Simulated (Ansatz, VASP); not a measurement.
**ZnO: VASP beside Ansatz**

```xyz
2
Lattice="0.0000 2.1338 2.1338 2.1890 0.0000 2.1338 2.1890 2.1338 0.0000" Properties=species:S:1:pos:R:3 pbc="T T T"
Zn    0.0000    0.0000    0.0000
O     2.1890    2.1338    2.1338
```

Change from the starting cell: uniaxial_x strain +2.6%.

Alike in both runs: task single point; functional r2SCAN; k mesh 10 × 10 × 10; no spin polarisation.

|  | VASP | Ansatz |
| --- | --- | --- |
| version | VASP 6.6.1 | Ansatz 0.2.0 |
| potentials or method | VASP PAW PBE potentials, release 64 (Zn, O) | plane waves, PAW |
| plane-wave cutoff (eV) | 520 | 500 |
| occupations | gaussian, width 0.01 eV | fixed |
| valence electrons in the cell | 18 | 18 |

Ansatz gave:

| Property | Result |
| --- | --- |
| gap on the k mesh at the Fermi level (eV) | 1.37 |
| pressure (GPa) | -4.5 |
| largest component of the traceless stress (GPa) | 1.33 |

Q: What did VASP give for the same quantities?

A: gap on the k mesh at the Fermi level (eV): 1.35; pressure (GPa): -3.1; largest component of the traceless stress (GPa): 1.45.

Caveats: the PAW data sets were made with another functional, which shifts forces and pressure a little (VASP). A k mesh can miss the band edges.
